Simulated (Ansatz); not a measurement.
Input and command of a calculation in Ansatz (plane waves; scalar-relativistic PAW potentials unless the input names others):

```yaml
crystal:
  lattice:
    - [0.0, 2.9632110618, 2.9632110618]
    - [2.9632110618, 0.0, 2.9632110618]
    - [2.9632110618, 2.9632110618, 0.0]
  atoms:
    - { symbol: Cd, position: [0.0, 0.0, 0.0] }
    - { symbol: S, position: [0.25, 0.25, 0.25] }
basis:
  ecutwfc: 420
kpoints:
  mp_grid: { grid: [8, 8, 8], kspacing: 0.3 }
hamiltonian:
  xc: pbe
scf:
  occupations: { method: gaussian, width: 0.02 }
  max_iter: 80
output:
  forces: true
  eigenvalues: true
  stress: true
```

```bash
ansatz run input.yaml --threads 1 --pin off --max-ram 2560MiB --backend cpu --events-out ev --progress --plain --runs-dir out
```

Question: Will this input run?

Answer: The program refuses it, because of a mesh typed together with a spacing (kpoints.mp_grid.kspacing: not typed → 0.3). Without that key it is accepted.

Abridged log:
```
Error: invalid value for `kpoints.mp_grid.kspacing`: mutually exclusive with `grid` — set one or the other
```